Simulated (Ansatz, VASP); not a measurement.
One calculation of RbH3, two programs

The input INCAR:

```
  PREC = Accurate
  ENCUT = 600
  EDIFF = 1E-7
  ISMEAR = 0
  SIGMA = 0.02
  LREAL = F
  LASPH = T
  NELM = 100
  ALGO = Normal
  ISIF = 3
  LWAVE = F
  LCHARG = F
  GGA = PE
  IBRION = 2
  NSW = 100
  EDIFFG = -0.01
```

The input KPOINTS:

```
Automatic mesh
0
Gamma
  8 8 6
```

POSCAR

```
RbH3
1.0
    2.6050155716     -2.6317063210      0.0000000000
    2.6050155716      2.6317063210      0.0000000000
    0.0000000000      0.0000000000      5.0107238678
Rb H
1 3
Direct
    0.0000000000      0.0000000000      0.0000000000
    0.5000000000      0.5000000000      0.2892701629
    0.5000000000      0.5000000000      0.5000000000
    0.5000000000      0.5000000000      0.7107298371
```

Input for Ansatz:

```yaml
crystal:
  lattice:
    - [2.6050155716, -2.631706321, 0.0]
    - [2.6050155716, 2.631706321, 0.0]
    - [0.0, 0.0, 5.0107238678]
  atoms:
    - { symbol: Rb, position: [0.0, 0.0, 0.0] }
    - { symbol: H, position: [0.5, 0.5, 0.2892701629] }
    - { symbol: H, position: [0.5, 0.5, 0.5] }
    - { symbol: H, position: [0.5, 0.5, 0.7107298371] }
basis:
  ecutwfc: 420
kpoints:
  mp_grid: { grid: [8, 8, 6] }
hamiltonian:
  xc: pbe
scf:
  occupations: { method: gaussian, width: 0.02 }
output:
  forces: true
  stress: true
  eigenvalues: true
relax:
  adjacent_minimum: "off"
  f_tol: 0.01
  max_steps: 80
  cell: { stress_tol: 0.05 }
```

Alike in both runs: task relaxation of cell and atoms; functional PBE; k mesh 8 × 8 × 6; occupations gaussian, width 0.02 eV; no spin polarisation.

```csv
,VASP,Ansatz
version,VASP 6.6.1,Ansatz 0.2.0
potentials or method,"VASP PAW PBE potentials, release 64 (Rb_sv, H)","scalar-relativistic, plane waves, PAW"
plane-wave cutoff (eV),600,420
valence electrons in the cell,12,12
```

|  | VASP | Ansatz | Ansatz less VASP |
| --- | --- | --- | --- |
| gap on the k mesh at the Fermi level, each at its own relaxed structure (eV) | 1.81 | 1.82 | +0.011 |
| relaxed volume (Å³/atom) | 17.05 | 17.05 | 0.000 |
| relaxed cell length with the largest relative difference (Å) | 4.963 | 4.966 | +0.0024 |

A k mesh can miss the band edges. As with any semilocal functional, this PBE gap is likely too small.
